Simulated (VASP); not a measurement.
Crystal: TePb.

```
CELL_PARAMETERS angstrom
0.00000 3.23100 3.23100
3.23100 0.00000 3.23100
3.23100 3.23100 0.00000
ATOMIC_POSITIONS crystal
Pb 0.00000 0.00000 0.00000
Te 0.50000 0.50000 0.50000
```

Program: VASP 6.6.1. Alike in all runs: cell as given; cutoff (eV) 520.

Order these runs on this cell by their pressure, lowest first.
A. level BLYP; potentials or basis VASP PAW PBE potentials, release 64 (Pb_d, Te); spin off; k mesh 7 × 7 × 7; smearing fermi-dirac 0.05 eV
B. level MS2; potentials or basis VASP PAW PBE potentials, release 64 (Pb_d, Te); spin off; k mesh 7 × 7 × 7; smearing fermi-dirac 0.05 eV
C. level LDA; potentials or basis VASP PAW LDA potentials, release 64 (Pb_d, Te); spin SOC, no magnetisation; k mesh 6 × 6 × 6; smearing gaussian 0.02 eV; ladder gaps
D. level RPBE; potentials or basis VASP PAW PBE potentials, release 64 (Pb_d, Te); spin off; k mesh 7 × 7 × 7; smearing gaussian 0.1 eV

C (-1.9 GPa), B (-0.2 GPa), D (3.6 GPa), A (5.5 GPa).

Caveats: the PAW data sets were made with another functional, which shifts forces and pressure a little (some runs).

Not every run made on this cell is shown here.
